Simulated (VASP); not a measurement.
Wanted: the native input for a VASP 6.6.1 run.

```
Task                   : relaxation of cell and atoms
Functional             : RPBE
Potentials or basis    : VASP PAW PBE potentials, release 64 (Mn_pv, F)
Cutoff                 : 600 eV
k mesh                 : 5 × 5 × 6
Occupations            : fermi-dirac, width 0.05 eV
Spin                   : collinear spin, ferromagnetic start
Starting moments       : [4.0, 4.0, 0.0, 0.0, 0.0, 0.0] μB
Further INCAR settings : ALGO = Fast; EDIFF = 1e-06; IBRION = 2; EDIFFG = -0.01; NSW = 60; ISIF = 3
```

The structure of MnF2 lies in POSCAR:

```
MnF2
1.0
    4.8738000000      0.0000000000      0.0000000000
    0.0000000000      4.8738000000      0.0000000000
    0.0000000000      0.0000000000      3.3107000000
Mn F
2 4
Direct
    0.5000000000      0.5000000000      0.5000000000
    0.0000000000      0.0000000000      0.0000000000
    0.8053000000      0.1947000000      0.5000000000
    0.6947000000      0.6947000000      0.0000000000
    0.1947000000      0.8053000000      0.5000000000
    0.3053000000      0.3053000000      0.0000000000
```

The input as run:

INCAR

```
  ALGO = Fast
  EDIFF = 1E-6
  EDIFFG = -0.01
  ENCUT = 600
  GGA = RP
  IBRION = 2
  ISIF = 3
  ISMEAR = -1
  ISPIN = 2
  LASPH = T
  LCHARG = F
  LMAXMIX = 4
  LORBIT = 11
  LREAL = F
  LWAVE = F
  MAGMOM = 4 4 0 0 0 0
  NELM = 120
  NSW = 60
  PREC = Accurate
  SIGMA = 0.05
```

KPOINTS

```
k-points
0
Gamma
  5 5 6
```

Potentials or basis: VASP PAW PBE potentials, release 64 (Mn_pv, F).

Command:

```console
$ cat potpaw_PBE.64/Mn_pv/POTCAR potpaw_PBE.64/F/POTCAR > POTCAR
$ mpirun -np 1 vasp_std > vasp.out
```

It gave:

```json
{
 "Relaxed volume": "14.31 Å³/atom",
 "Relaxed cell": "a = 5.043 Å, b = 5.043 Å, c = 3.376 Å, α = 90.00°, β = 90.00°, γ = 90.00°",
 "Space group after relaxing (to 0.05 Å)": "P4_2/mnm (No. 136)",
 "Energy gained by relaxing": "26.6 meV/atom",
 "Ionic steps": "7",
 "Pressure after relaxing": "-0.1 GPa",
 "Band gap on the k mesh": "1.55 eV, direct",
 "Net moment": "10.00 μB per cell",
 "Site moments": "Mn +4.62; F +0.08 μB",
 "Valence electrons inside the program's atomic spheres": "Mn 11.18; F 6.10"
}
```

Caveat: the PAW data sets were made with another functional, which shifts forces and pressure a little; an odd mesh through Γ misses points on the zone boundary, where band edges often lie; only a ferromagnetic start was run, and an antiferromagnetic order may lie lower in energy.

Run time: 5.1 min on 1 thread of Intel(R) Xeon(R) 6975P-C (Granite Rapids), on a shared host, peak memory 0.3 GiB.
